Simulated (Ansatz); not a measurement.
**TiO$_{2}$ (P4_2/mnm), frozen normal mode**

Method: DFT PBE+U, scalar-relativistic, plane waves, PAW (Ansatz). Cutoff 420 eV, Γ-centred 6×6×10 k-points, Gaussian smearing of 0.05 eV. U_eff on d shells: Ti 4 eV. No spin polarisation. Energies are free energies at this smearing, counted from the undisturbed cell; pressure is positive in compression.

The starting cell (relaxed at this level):

```
CELL_PARAMETERS angstrom
4.64038 0.00000 0.00000
0.00000 4.64038 0.00000
0.00000 0.00000 3.00638
ATOMIC_POSITIONS crystal
Ti 0.00000 0.00000 0.00000
Ti 0.50000 0.50000 0.50000
O 0.30565 0.30565 0.00000
O 0.19435 0.80565 0.50000
O 0.69435 0.69435 0.00000
O 0.80565 0.19435 0.50000
```

A zone-centre mode of this cell is frozen in: each atom moves by x times its row below, so x is the largest displacement.
```
atom ux uy uz
 Ti1  0.000  0.000   0.668
 Ti2  0.000  0.000   0.668
  O3  0.000  0.000  -1.000
  O4  0.000  0.000  -1.000
  O5  0.000  0.000  -1.000
  O6  0.000  0.000  -1.000
```

```tsv
x (Å)	ΔE (meV/cell)
-0.2000	746.9
-0.1000	112.8
0.0000	0.0
0.0250	5.5
0.0500	23.1
0.0750	56.9
0.1250	199.2
0.1500	325.9
0.1750	504.4
```

Q: Predict the force along the mode (eV/Å) at each point.

A:
```tsv
x (Å)	force along the mode (eV/Å)
-0.2000	11.15
-0.1000	2.79
0.0000	0.00
0.0250	-0.45
0.0500	-0.99
0.0750	-1.75
0.1250	-4.19
0.1500	-6.02
0.1750	-8.33
```